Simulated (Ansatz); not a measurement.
**SiO₂ (P6_422): the band gap by level of theory**

All numbers come from Ansatz. No spin polarisation and no zero-point or thermal motion.

Structure: SiO₂ (P6_422) from a database of computed structures, at its r2SCAN minimum. Space group P6_422 (No. 181), hexagonal; a = 5.059 Å, c = 5.541 Å in the conventional setting, 13.65 Å³ an atom. Si is surrounded by 4 O at 1.61 Å; O is surrounded by 2 Si at 1.61 Å.

```cif
data_structure
_symmetry_space_group_name_H-M 'P6_422'
_symmetry_Int_Tables_number 181
_cell_length_a 5.0591
_cell_length_b 5.0591
_cell_length_c 5.5410
_cell_angle_alpha 90.000
_cell_angle_beta 90.000
_cell_angle_gamma 120.000
_cell_volume 122.82
loop_
_atom_site_label
_atom_site_type_symbol
_atom_site_symmetry_multiplicity
_atom_site_Wyckoff_symbol
_atom_site_fract_x
_atom_site_fract_y
_atom_site_fract_z
_atom_site_occupancy
Si1 Si 3 c 0.00000 0.50000 0.33333 1
O1 O 6 j 0.58352 0.79176 0.83333 1
```

Gaps on the r2SCAN cell, each the least over its mesh and the special points:
```csv
level,k mesh,gap (eV),kind,edges,least direct gap (eV),rough cost
r2SCAN,6×6×6,6.29,indirect,Γ–A (0.85) → Γ,6.49,28 core-seconds
HSE06,6×6×4,7.50,indirect,Γ–A (0.85) → Γ,7.69,8 core-minutes
PBE0,6×6×4,8.26,indirect,Γ–A (0.85) → Γ,8.46,8 core-minutes
```
Wave cutoffs: 420 eV, 500 eV (r2SCAN).
Points off the special ones are mesh points or PBE's searched band edges, reused at the other levels. PBE's own run along the path (5.71 eV) came before the search for the edges and missed one, so it isn't listed.
Costs come from shared machines and give only the order. The runs had 4 threads of Arm Neoverse V1 (shared host).

With HSE06 the valence top lies at Γ–A (0.85 of the way from Γ) and the conduction bottom at Γ, 7.50 eV higher; the smallest vertical gap, at Γ, is 7.69 eV. With r2SCAN, at Γ the top three valence levels group as 1+2 from the top, spread over 270 meV.

All these functionals give a gap of the same kind, indirect.

r2SCAN (ground state on 6×6×4): The clamped-ion dielectric constant comes out as 2.27 along x and y, 2.29 along z. Born charges, averaged over directions: Si +3.42, O -1.71 e.

On the PBEsol cell (a = 5.081 Å, c = 5.559 Å), with PBEsol: One optical level at Γ is imaginary (63i cm⁻¹, printed negative): the cell isn't a minimum and would distort. ε∞: 2.38 along x and y, 2.39 along z. Born charges, averaged over directions: Si +3.42, O -1.71 e.

The meshes of the hybrids are coarse, so their gaps aren't converged to the digits shown.

The splittings at Γ are without spin-orbit coupling, which regroups them where it is of like size.
